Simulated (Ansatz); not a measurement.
# Si (Fd-3m) in Ansatz: settings compared

Aim: see how the results for Si move with the level of theory and the settings. Levels: r2SCAN, PBE. Tasks: relaxation of cell and atoms, relaxation of the atoms.

All numbers are computed with Ansatz 0.2.0; they aren't measurements. Logs are shortened: lines on timing, memory, paths and dates and some standing lists are left out, and cuts for length are marked.

## 1. The structure

The structure is cubic, space group Fd-3m (No. 227). The conventional cell has a = 5.444 Å, b = 5.444 Å, c = 5.444 Å, α = 90.00°, β = 90.00°, γ = 90.00°. Around Si (site symmetry -43m) lie 4 Si at 2.36 Å.

## 2. Relaxation of cell and atoms, r2SCAN

File input.yaml:

```yaml
crystal:
  lattice:
    - [0.0, 2.7218511865, 2.7218511865]
    - [2.7218511865, 0.0, 2.7218511865]
    - [2.7218511865, 2.7218511865, 0.0]
  atoms:
    - { symbol: Si, position: [0.5, 0.5, 0.5] }
    - { symbol: Si, position: [0.75, 0.75, 0.75] }
hamiltonian:
  xc: r2scan
  pseudopotentials: { kind: paw }
kpoints:
  mp_grid: { grid: [8, 8, 8] }
scf:
  occupations: { method: fermi_dirac, width: 0.05 }
output:
  forces: true
  stress: true
  eigenvalues: true
  write_density: true
  write_potential: true
  elf: true
  volumetric_format: npy
relax:
  f_tol: 0.01
  max_steps: 40
  cell: { stress_tol: 0.05 }
```

Potentials or basis: Ansatz PAW.

Run with:

```
ansatz run input.yaml --threads 2 --pin off --max-ram 5632MiB --backend cpu --events-out ev --progress --plain --runs-dir out
```

The log of the run:

```text
Warning: RAYON_NUM_THREADS=2 ignored (pool sized by the plan → 2); use --threads N
Engine: ansatz 0.2.0, aarch64-unknown-linux-gnu
Pseudopotentials: kind: paw
Pseudopotential: Si, paw, valence charge 4, recommended cutoff 500 eV (meta_gga), Si.paw.azcp
Functional definition: r2SCAN
  parameter k0 = 0.174
  parameter k1 = 0.065
  parameter a1 = 4.9479
  exchange = r2scan_x(k0 = k0, k1 = k1, a1 = a1)
  correlation = r2scan_c
Crystal: 2 atoms, lattice volume = 40.330 Å³
Basis set: ecut = 500 eV, 965 PW (Γ), exchange–correlation on 120×120×120 points (64 copies of the dense FFT grid, shifted against one another)
Bands: 8, of which v1, the nominal top of the filled ones, is band 4 counted from 1 (3 counted from 0)
Symmetry: 48 space group operations
Space group: Fd-3m (ITA 227), of the structure as read, at distance tolerance 3.4e-5 Å
k-points: 29 of 512
Non-local potential: Si, projectors of the file, l = 0: 2, l = 1: 2, l = 2: 2
PAW form: soft (Blöchl's): semilocal exchange-correlation on the pseudo side does not see the compensation charge
PAW frozen core: Si, regenerated for the run's functional (the file was generated under x = pbe(κ = 0.804, μ = 0.2195149727645171), c = pbe(β = 0.06672455060314922))
PAW one-centre angular grid: Si, 302 points (default); XC on 160 Gauss nodes
Initial density: superposition of atomic densities (neutral atoms: chi_scale 0, normalization atom), corrected by the library's trained network
Initial wavefunctions: pseudopotential atomic-orbital guess
Functional: x = r2scan, c = r2scan; τ floored in thin density (d = 2e-4 eV/Å³)
SCF iter   1: F=—  HF=-1278.114931 eV  |F-HF|=—  |Δ(HF+E_count)|=         —  Δρ=3.14e-3  dr2=3.05e-3  dr2_τ=1.22e-2  ethr=1.77e-3  ⟨swp⟩=6.0  Hψ=2119  notcnv=0
preconditioner: auto → none  [insulator: Δε(μ)=0.779 eV  Ē_g=10.052 eV  σ=0.050 eV  W_gap=1.00  n_scr=8 (ndim 8)  ℏωp=16.5 eV  f_vac=0.000  D(μ)=0.00/eV (n_scr^D=0)  ε∞_Penn≈3.7]
SCF iter   2: F=—  HF=-1278.130107 eV  |F-HF|=—  |Δ(HF+E_count)|=   1.52e-2  Δρ=1.84e-3  dr2=9.21e-4  dr2_τ=4.76e-6  ethr=3.81e-5  ⟨swp⟩=2.0  Hψ=694  notcnv=0
SCF iter   3: F=—  HF=-1278.130066 eV  |F-HF|=—  |Δ(HF+E_count)|=   4.10e-5  Δρ=2.25e-4  dr2=1.27e-5  dr2_τ=5.67e-7  ethr=1.15e-5  ⟨swp⟩=2.0  Hψ=300  notcnv=0
SCF iter   4: F=—  HF=-1278.130076 eV  |F-HF|=—  |Δ(HF+E_count)|=   9.87e-6  Δρ=4.43e-5  dr2=2.81e-7  dr2_τ=4.83e-9  ethr=1.58e-7  ⟨swp⟩=2.2  Hψ=348  notcnv=0
iter 5 did not close the SCF: its close was put off for the readings that it lacked (scf_convergence_deferred on its scf_iter line)
SCF iter   5: F=-1278.130077 eV  HF=-1278.130077 eV  |F-HF|=1.48e-8  |Δ(HF+E_count)|=   6.42e-7  Δρ=9.88e-6  dr2=2.04e-8  dr2_τ=1.87e-10  ethr=3.52e-9  ⟨swp⟩=2.0  Hψ=348  notcnv=0
SCF iter   6: F=-1278.130077 eV  HF=-1278.130077 eV  |F-HF|=1.32e-10  |Δ(HF+E_count)|=   1.67e-8  Δρ=1.03e-6  dr2=2.18e-10  dr2_τ=1.14e-12  ethr=2.55e-10  ⟨swp⟩=5.3  Hψ=1190  notcnv=0
SCF 1 converged in 6 iterations: F = -1278.130077 eV  dr2 = 2.18e-10
relax step   1: F+E_penalty+E_count = -1278.13007657 eV  Δ(F+E_penalty+E_count) = +0.000e0 eV  max|allowed force component| = 9.252e-18 eV/Å  Δτ_max = 0.0000 Å  P = +0.035 GPa  Ω = 40.330 Å³  (6 SCF iters, dr2 threshold 1.00e-7 eV, accepted)
Initial density: handed on by an earlier stage of this run
Initial wavefunctions: pseudopotential atomic-orbital guess (no wavefunctions were taken with the density)
iter 1 solved again at ethr=9.22e-8 eV; its pass at ethr=3.10e-3 eV (dr2=7.38e-6 eV) is discarded
SCF iter   1: F=—  HF=-1278.130076 eV  |F-HF|=—  |Δ(HF+E_count)|=         —  Δρ=1.17e-6  dr2=2.81e-10  dr2_τ=1.27e-12  ethr=9.22e-8  ⟨swp⟩=3.0  Hψ=2809  notcnv=0
eigensolver tolerance schedule: the retry pair's looser diagonalisation over-reported the residual by 26200.80 of it (diagonalisation noise at 3.53 of the residual, at the tolerance the schedule requests for it); recorded, not acted on — ethr = c·dr2/N_el stays at c = 1.0e-1
preconditioner: auto → none  [insulator: Δε(μ)=0.810 eV  Ē_g=10.037 eV  σ=0.050 eV  W_gap=1.00  n_scr=8 (ndim 8)  ℏωp=16.5 eV  f_vac=0.000  D(μ)=0.00/eV (n_scr^D=0)  ε∞_Penn≈3.7]
SCF iter   2: F=—  HF=-1278.130077 eV  |F-HF|=—  |Δ(HF+E_count)|=   6.85e-7  Δρ=4.89e-7  dr2=4.84e-11  dr2_τ=3.62e-13  ethr=3.52e-12  ⟨swp⟩=3.2  Hψ=426  notcnv=0
SCF iter   3: F=-1278.130077 eV  HF=-1278.130077 eV  |F-HF|=6.82e-13  |Δ(HF+E_count)|=  2.84e-11  Δρ=1.07e-7  dr2=2.44e-12  dr2_τ=3.39e-14  ethr=1.00e-12  ⟨swp⟩=7.0  Hψ=1292  notcnv=0
SCF 2 converged in 3 iterations: F = -1278.130077 eV  dr2 = 2.44e-12
relax step   2: F+E_penalty+E_count = -1278.13007657 eV  Δ(F+E_penalty+E_count) = -1.364e-11 eV  max|allowed force component| = 1.850e-17 eV/Å  Δτ_max = 0.0000 Å  P = +0.035 GPa  Ω = 40.330 Å³  stress off target by 3.53e-2 GPa  SCF on the basis re-selected at this cell (its energy is not comparable with the rows above)  (3 SCF iters)
basis re-selected at this cell: Δ(F+E_penalty+E_count) = -1.364e-11 eV, ΔP = +0.000 GPa vs the last step (what re-selecting the basis moved, of the pressure what is left beyond the Pulay correction that the steps carried, after the strain that the cell walked since its last selection, with what the two solves' SCF thresholds leave and, on support functions, any second-order correction that the steps lacked; it is no measure of the basis error at this ecutwfc). This SCF's stress stands 3.53e-2 GPa from its target on what of the cell is left free (relax.cell.stress_tol is 5.00e-2 GPa) and its largest allowed force component is 1.85e-17 eV/Å (relax.f_tol is 1.00e-2 eV/Å): within both
SCF converged after 3 iterations
Free energy (F): -1278.130077 eV
Harris-Foulkes:  -1278.130077 eV  (|F-HF|=6.82e-13)
Internal energy: -1278.130072 eV  (E = F + TS)
E sigma→0 (E₀):  -1278.130074 eV
Entropy (-TS):   -0.000005 eV (-0.002 meV/atom)
Fermi energy:    6.465634 eV
--- Per-component energies (eV) ---
  E_band       = 6.444775
  E_kinetic    = 80.829266
  E_local      = -53.777927  (includes V_loc(G=0)·N_el)
  E_nonlocal   = 49.997221
  E_hartree    = 14.992775
  E_xc         = -103.015422
  E_vxc        = -99.491665  (∫ρ·V_xc dr)
  E_paw        = -1039.017167  (= ΣΔE_a)
  E_vpaw       = -4.989674  (= ΣTr[D̂ρ^β])
  E_aug_tail   = 0.000009  (compensation charges beyond the density's cutoff)
  E_vtau       = 3.891989  (kinetic-family band-sum trace: ∫τ·v_τ [+ j·A + Jᵃ·Aᵃ] dr)
  E_ewald      = -227.985960
  E_core_change = -0.152866  (= ΣΔE_core)
  E_smearing   = -0.000005  (= −TS)
  E_closure    = 0.000000  (closes the sum)
  Σ components = -1278.130077   (vs F -1278.130077, Δ=0.00e0)
--- Forces (eV/Å), atoms counted from 1 ---
  atom   1  Si    -0.00000000     0.00000000    -0.00000000
  atom   2  Si    -0.00000000     0.00000000     0.00000000
  max |Σ_I F_I| component: 1.76e-16 eV/Å
--- Stress (GPa, compression-positive) ---
        0.035337       0.000000       0.000000
       -0.000000       0.035337       0.000000
        0.000000      -0.000000       0.035337
  P = ⅓ Tr σ = 0.0353 GPa (0.353 kbar)
--- Band table (eV; the first three rows and the last of 29) ---
  k-point 0: bands = ["-6.4049", "6.0803", "6.0803", "6.0803", "8.8195", "8.8195", "8.8195", "9.9710"]
  k-point 1: bands = ["-6.1912", "4.4429", "5.7760", "5.7760", "8.8495", "9.2670", "9.2670", "11.2863"]
  k-point 2: bands = ["-5.5682", "2.0169", "5.2779", "5.2779", "8.4110", "9.8181", "9.8181", "13.5698"]
  k-point 28: bands = ["-1.8932", "-1.8932", "2.0787", "2.0787", "10.6682", "10.6682", "11.4682", "11.4682"]
--- Relaxed structure (1 steps of the walk, 1 accepted, 1 SCFs on fresh bases) ---
  F+E_penalty+E_count = -1278.13007657 eV   max|allowed force component| = 1.850e-17 eV/Å   (the final SCF, on the basis selected at the relaxed cell)
  cell:  # Å, volume = 40.3295 Å³
    - [0.0, 2.7218511865, 2.7218511865]
    - [2.7218511865, 0.0, 2.7218511865]
    - [2.7218511865, 2.7218511865, 0.0]
  atoms:
    - { symbol: Si, position: [0.5, 0.5, 0.5] }
    - { symbol: Si, position: [0.75, 0.75, 0.75] }
```

Wall time 3 s (2 threads of Arm Neoverse V1, shared host); peak memory 0.4 GiB.

What came out:

```
Free energy               : -1278.1301 eV
Energy gained by relaxing : 0.0 meV/atom
Ionic steps               : 2
Pressure after relaxing   : 0.0 GPa
Band gap on the k mesh    : 0.81 eV, indirect (least direct gap 2.74 eV)
```

Final structure:
```xyz
2
Lattice="0.0000 2.7219 2.7219 2.7219 0.0000 2.7219 2.7219 2.7219 0.0000" Properties=species:S:1:pos:R:3 pbc="T T T"
Si    2.7219    2.7219    2.7219
Si    4.0828    4.0828    4.0828
```

Levels at points of the mesh, in eV from the valence-band top:
```
             k point  band 1  band 2  band 3  band 4  band 5  band 6  band 7  band 8
  (0.00, 0.00, 0.00)  -12.49    0.00    0.00    0.00    2.74    2.74    2.74    3.89
 (0.00, 0.00, -0.50)  -10.05   -7.24   -1.27   -1.27    1.84    3.57    3.57    8.31
(0.00, -0.50, -0.50)   -8.14   -8.14   -3.00   -3.00    0.92    0.92   10.80   10.80
```

Caveat: the plane-wave basis is chosen anew once the cell has moved, so the energies of steps on either side of that aren't comparable; the PAW data sets come from PBE, with cores solved anew for the run's functional, which leaves a small shift of forces and pressure.

## 3. Relaxation of the atoms, PBE

input.yaml: that of step 2 with these lines changed.

```diff
@@ -9,3 +9,3 @@
 hamiltonian:
-  xc: r2scan
+  xc: pbe
   pseudopotentials: { kind: paw }
@@ -26,2 +26 @@
   max_steps: 40
-  cell: { stress_tol: 0.05 }
```

Potentials or basis: Ansatz PAW.

Run with:

```
ansatz run input.yaml --threads 2 --pin off --max-ram 5632MiB --backend cpu --events-out ev --progress --plain --runs-dir out
```

Run time: 0.66 s. Hardware: 2 threads of Arm Neoverse V1, shared host; peak memory 0.27 GiB.

It converged, with:

| Property | Result |
| --- | --- |
| Free energy | -1271.6140 eV |
| Pressure after relaxing | 1.3 GPa |
| Band gap on the k mesh | 0.63 eV, indirect (least direct gap 2.56 eV) |

Final structure:
```xyz
2
Lattice="0.0000 2.7219 2.7219 2.7219 0.0000 2.7219 2.7219 2.7219 0.0000" Properties=species:S:1:pos:R:3 pbc="T T T"
Si    2.7219    2.7219    2.7219
Si    4.0828    4.0828    4.0828
```

Levels at points of the mesh, in eV from the valence-band top:
```tsv
k point	band 1	band 2	band 3	band 4	band 5	band 6	band 7	band 8
(0.00, 0.00, 0.00)	-11.91	0.00	0.00	0.00	2.56	2.56	2.56	3.28
(0.00, 0.00, -0.50)	-9.60	-6.94	-1.19	-1.19	1.51	3.34	3.34	7.71
(0.00, -0.50, -0.50)	-7.79	-7.79	-2.83	-2.83	0.72	0.72	10.04	10.04
```

Caveat: the relaxation stopped at its first step, so nothing moved; the thresholds are loose for stress. A k mesh can miss the band edges.
